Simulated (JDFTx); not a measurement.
Runs of JDFTx 1.7.0 (patched build) on MgO. The structure is cubic, space group Fm-3m (No. 225). Conventional cell: a = 4.194 Å, b = 4.194 Å, c = 4.194 Å, α = 90.00°, β = 90.00°, γ = 90.00°. Mg (site symmetry m-3m) has 6 O at 2.10 Å as nearest neighbours. Around O (site symmetry m-3m) lie 6 Mg at 2.10 Å. The cell is a database's computed one.

```csv
task,level,potentials or basis,cell,k mesh,cutoff (eV),smearing,local potential set to -Z/r beyond,max SCF steps,SCF threshold on the energy,solver of the electrons,further solve for the empty bands,mesh quality,gap on the mesh (eV),pressure (GPa)
single point,PBE,PseudoDojo-SR-PBE-0.5-standard with smoothed tails,"atoms moved at random, drawn with an rms of 0.05 Å",11 × 11 × 11,1143,fermi-dirac 0.05 eV,6 bohr,100,1e-09 Ha,scf,yes,not flagged,4.89,7.5
single point,PBEsol,PseudoDojo-SR-PBEsol-0.4.1-standard,as given,11 × 11 × 11,1143,fermi-dirac 0.05 eV,-,100,1e-09 Ha,scf,yes,not flagged,4.79,(a)
single point,PBE,PseudoDojo-SR-PBE-0.5-standard,as given,4 × 4 × 4,1143,fermi-dirac 0.05 eV,-,100,1e-09 Ha,scf,yes,coarse,4.89,6.8
single point,r2SCAN,SG15-PBE-1.2,as given,11 × 11 × 11,1088,fermi-dirac 0.05 eV,-,100,1e-09 Ha,scf,yes,not flagged,(b),1.9
```

Alike in all rows: no spin polarisation.

Q: Fill in the values left out.

A: (a) 2.3; (b) 5.66.

Caveats: some runs use coarse meshes; the cutoff is short for these files and lowers the pressure by up to 1 GPa (some runs); the potentials were made for another functional, which shifts forces and pressure (some runs).

